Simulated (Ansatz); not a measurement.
# TaS2: the cost of one run

Computed with Ansatz 0.2.0 (DFT PBE, scalar-relativistic, plane waves, PAW, unless a step's input says otherwise).

1 further run of the same task is left out (set aside as unsound or not needed).

### Step 1. The starting structure

Symmetry: P-3m1, No. 164, trigonal system. The conventional cell has a = 3.379 Å, b = 3.379 Å, c = 29.897 Å, α = 90.00°, β = 90.00°, γ = 120.00°. Ta (site symmetry -3m) is surrounded by 6 S at 2.48 Å. Around S (site symmetry 3m) lie 3 Ta at 2.48 Å.

Coordinates:

```
CELL_PARAMETERS angstrom
3.37897 0.00000 0.00000
-1.68949 2.92628 0.00000
0.00000 0.00000 29.89667
ATOMIC_POSITIONS crystal
Ta 0.00000 0.00000 0.30104
S 0.33333 0.66667 0.24978
S 0.66667 0.33333 0.35230
```

The cell was relaxed beforehand at this level, from a generated guess; it needn't be the stable form of this composition. At a tolerance of 0.05 Å it has layer group p-3m1 (No. 72); it has 3.30 Å²/atom, an uncorrected energy of -1.04 eV/atom over the elements.

It is a sheet, periodic along a and b, with vacuum along c; volumes and pressures of the box carry no meaning, and space groups named for it are those of the box.

### Step 2. Bands, states and charges

input.yaml

```yaml
crystal:
  lattice:
    - [3.3789737294, 0.0, 0.0]
    - [-1.6894868647, 2.9262770884, 0.0]
    - [0.0, 0.0, 29.89666984]
  atoms:
    - { symbol: Ta, position: [0.0, 0.0, 0.3010368729] }
    - { symbol: S, position: [0.3333333333, 0.6666666667, 0.2497781387] }
    - { symbol: S, position: [0.6666666667, 0.3333333333, 0.3522956072] }
  periodic: [true, true, false]
basis:
  ecutwfc: 420
kpoints:
  mp_grid: { grid: [18, 18, 1] }
  band_path:
    path:
      - [0.0, 0.0, 0.0]
      - [0.5, 0.0, 0.0]
      - [0.33333333, 0.33333333, 0.0]
      - [0.0, 0.0, 0.0]
    npoints: 14
hamiltonian:
  xc: pbe
scf:
  occupations: { method: gaussian, width: 0.1 }
  n_extra_bands: 7
output:
  forces: true
  stress: true
  eigenvalues: true
  populations: true
  dos: { projected: true, de: 0.02, nscf_kmesh: { grid: [22, 22, 1] } }
  bader: true
```

Launch:

```sh
$ ansatz run input.yaml --threads 1 --pin off --max-ram 2048MiB --backend cpu --events-out ev --progress --plain --runs-dir out
```

What time and memory should one allow on 1 thread of Arm Neoverse V2, shared host?

About 48 s, with a peak of 0.55 GiB.
